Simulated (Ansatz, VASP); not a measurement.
Given: the input of a run of VASP 6.6.1 on PbS.

INCAR

```
SYSTEM = PbS
  PREC = Accurate
  ENCUT = 520
  EDIFF = 1E-7
  ISMEAR = -1
  SIGMA = 0.05
  LREAL = .False.
  LASPH = .True.
  NELM = 80
  ALGO = Normal
  ISIF = 2
  LWAVE = .False.
  LCHARG = .False.
  GGA = PE
  NBANDS = 17
```

KPOINTS

```
regular mesh
0
Gamma
  8 8 8
  0 0 0
```

File POSCAR:

```
PbS
1.0
    2.1404630743      1.2357969321      3.4973414117
   -2.1404630743      1.2357969321      3.4973414117
    0.0000000000     -2.4715938643      3.4973414117
Pb S
1 1
Direct
    0.9805657800      0.9805657800      0.9805657800
    0.4750355500      0.4750355500      0.4750355500
```

Potentials or basis: VASP PAW PBE potentials, release 64 (Pb_d, S).

Launch:

```sh
$ cat potpaw_PBE.64/Pb_d/POTCAR potpaw_PBE.64/S/POTCAR > POTCAR
$ mpirun -np 1 vasp_std > vasp.out
```

Problem. Set up the same calculation for Ansatz 0.2.0. Potentials there: Ansatz PAW.

Solution. As run (the cutoff follows the program's own potentials):

input.yaml

```yaml
crystal:
  lattice:
    - [2.1404630743, 1.2357969321, 3.4973414117]
    - [-2.1404630743, 1.2357969321, 3.4973414117]
    - [0.0, -2.4715938643, 3.4973414117]
  atoms:
    - { symbol: Pb, position: [0.98056578, 0.98056578, 0.98056578] }
    - { symbol: S, position: [0.47503555, 0.47503555, 0.47503555] }
hamiltonian:
  xc: pbe
  pseudopotentials: { kind: paw }
kpoints:
  mp_grid: { grid: [8, 8, 8] }
scf:
  occupations: { method: fermi_dirac, width: 0.05 }
output:
  forces: true
  stress: true
  eigenvalues: true
```

Potentials or basis: Ansatz PAW.

Command:

```bash
$ ansatz run input.yaml --threads 2 --pin off --max-ram 5120MiB --backend cpu --events-out ev --progress --plain --runs-dir out
```

Both were run:

|  | VASP | Ansatz | Ansatz less VASP |
| --- | --- | --- | --- |
| gap on the k mesh at the Fermi level (eV) | 0.58 | 0.58 | -0.006 |
| least direct gap on the mesh (eV) | 0.58 | 0.58 | -0.006 |
| pressure (GPa) | -1.2 | -1.1 | +0.07 |

Caveats: spin-orbit coupling is left out, which as a rule narrows the gap of such compounds by several tenths of an eV. A k mesh can miss the band edges.
